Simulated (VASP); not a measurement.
Consider the following.

```
NaBr
1.0
    0.00000     2.96009     2.96009
    2.96009     0.00000     2.96009
    2.96009     2.96009     0.00000
Na Br
1 1
Cartesian
  0.00000   0.00000   0.00000
  2.96009   2.96009   2.96009
```

Computed with PBEsol GGA, VASP's PBE PAW potentials (set 64) (plane waves; VASP 6.6.1). Settings: 400 eV cut-off, Gaussian smearing of 0.050 eV, potentials Na_pv Br.

**Question.** Give the energies of bands 5 to 10 at the high-symmetry points, in eV from the valence-band maximum.

**Answer.** 
```csv
band,Γ,X,U,L,W
5,0.00,-1.91,-1.63,-2.19,-1.39
6,0.00,-0.71,-1.31,-0.29,-1.39
7,0.00,-0.71,-0.58,-0.29,-0.89
8,4.07,6.11,6.83,6.04,7.55
9,9.75,6.81,7.98,9.46,8.71
10,9.75,10.70,9.76,9.46,8.71
```

The gap is direct, 4.07 eV, from the valence maximum at Γ to the conduction minimum at Γ.

Measured: gap 7.10 eV (computed value off by -3.03 eV), as given by Aguado et al., (1998), arXiv:cond-mat/9809176.

The compound is NaBr in the rock salt structure. It was relaxed first.
